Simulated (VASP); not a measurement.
## HgSe: band structure with LDA

HgSe:

```xyz
2
Lattice="0.0000 3.0390 3.0390 3.0390 0.0000 3.0390 3.0390 3.0390 0.0000" Properties=species:S:1:pos:R:3 pbc="T T T"
Hg    0.0000    0.0000    0.0000
Se    4.5585    4.5585    4.5585
```

```yaml
Program: VASP 6.6.1
Task: band structure
Functional: LDA
Potentials_or_basis: VASP PAW LDA potentials, release 64 (Hg, Se)
Cutoff: 520 eV
k_mesh: 6 × 6 × 6
Occupations: fermi-dirac, width 0.05 eV
Spin: spin-orbit coupling, no magnetisation
Further_INCAR_settings: ALGO = Normal; EDIFF = 1e-06
```

| Property | Result |
| --- | --- |
| Pressure | -0.3 GPa |
| Valence electrons inside the program's atomic spheres | Hg 10.53; Se 3.80 |

Run time: 3.7 min on 1 thread of Intel(R) Xeon(R) Platinum 8259CL CPU @ 2.50GHz (Skylake/Cascade Lake) (shared host), peak memory 0.3 GiB.
